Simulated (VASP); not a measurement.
GaAs: dielectric tensor with PBE

**What was measured.**

A printed reference work, textbook reports, for a bulk crystal of GaAs at 300 K: high-frequency dielectric constant 10.89.

GaAs:

```xyz
2
Lattice="0.0000 2.8314 2.8314 2.8314 0.0000 2.8314 2.8314 2.8314 0.0000" Properties=species:S:1:pos:R:3 pbc="T T T"
Ga    0.0000    0.0000    0.0000
As    1.4157    1.4157    1.4157
```

```yaml
Program: VASP 6.6.1
Task: dielectric tensor
Functional: PBE
Potentials_or_basis: VASP PAW PBE potentials, release 64 (Ga_d, As)
Cutoff: 520 eV
k_mesh: 14 × 14 × 14
Occupations: gaussian, width 0.03 eV
Spin: no spin polarisation
Monkhorst-Pack_mesh: yes
Further_INCAR_settings: ALGO = Normal; EDIFF = 1e-08
```

* Electronic dielectric tensor (diagonal): 13.69
* Born charges (mean of the diagonal): Ga +2.12; As -2.12 e

Levels at points of the mesh, in eV from the valence-band top:
| k point | band 6 | band 7 | band 8 | band 9 | band 10 | band 11 | band 12 | band 13 |
| --- | --- | --- | --- | --- | --- | --- | --- | --- |
| (0.04, 0.04, 0.04) | -12.65 | -0.38 | 0.00 | 0.00 | 0.85 | 3.77 | 3.78 | 3.78 |

Electronic dielectric tensor:
```
13.69  0.00  0.00
 0.00 13.69  0.00
 0.00  0.00 13.69
```

Born effective charge tensors (e):
atom 1, Ga
```
2.12 0.00 0.00
0.00 2.12 0.00
0.00 0.00 2.12
```
atom 2, As
```
-2.12  0.00  0.00
 0.00 -2.12  0.00
 0.00  0.00 -2.12
```

Run time: 10 min on 4 MPI ranks on Intel(R) Xeon(R) 6975P-C (Granite Rapids), on a shared host, peak memory 1.9 GiB a rank.

Against the measured high-frequency dielectric constant of GaAs, 10.89 (300 K; a printed reference work, textbook), the calculated 13.69 is off by +25.8 %.
